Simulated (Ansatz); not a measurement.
Runs of Ansatz 0.2.0 on MoS2. It takes space group P6_3/mmc (No. 194, hexagonal). Conventional cell: a = 3.169 Å, b = 3.169 Å, c = 12.324 Å, α = 90.00°, β = 90.00°, γ = 120.00°. Mo (site symmetry -6m2) is surrounded by 6 S at 2.41 Å. S (site symmetry 3m) has 3 Mo at 2.41 Å as nearest neighbours. 

| task | level | U | cell | cutoff (eV) | points for each segment of the path | hubbard projectors | double counting | gap on the mesh (eV) | pressure (GPa) | relaxed volume (Å³/atom) | largest force (eV/Å) |
| --- | --- | --- | --- | --- | --- | --- | --- | --- | --- | --- | --- |
| band structure | LDA+U | Mo d U = 5 eV | as given | 420 | 14 | ortho-atomic (the default) | fll (the default) | 1.00 | -5.7 | - | 0.50 |
| relaxation of cell and atoms | SVWN5 | - | relaxed | 420 | - | - | - | 0.76 | 0.0 | (a) | - |
| band structure | PBEsol+U | Mo d U = 5 eV | as given | 420 | 14 | ortho-atomic (the default) | fll (the default) | 1.02 | -2.9 | - | 0.33 |
| relaxation of cell and atoms | r2SCAN | - | relaxed | 500 | - | - | - | 1.28 | 0.0 | (b) | - |

Alike in all rows: potentials or basis Ansatz PAW; no spin polarisation; k mesh 10 × 10 × 3; smearing fermi-dirac 0.05 eV.

Fill in the values left out.

(a) 16.98; (b) 18.99.

Caveats: the PAW data sets come from PBE, with cores solved anew for the run's functional, which leaves a small shift of forces and pressure; the k mesh misses the band edges, so the gap on the mesh is wider than the one along the path (some runs); odd divisions of the mesh miss points on the zone boundary, where band edges often lie, so the gap on the mesh can be too wide (some runs); the plane-wave basis is chosen anew once the cell has moved, so the energies of steps on either side of that aren't comparable (some runs); this functional lacks dispersion, which binds the layers, so the pressure and a relaxed spacing across them are unreliable (some runs).

A k mesh can miss the band edges, and the runs leave out spin-orbit coupling on Mo.

Runs at the PBE level aren't shown here.
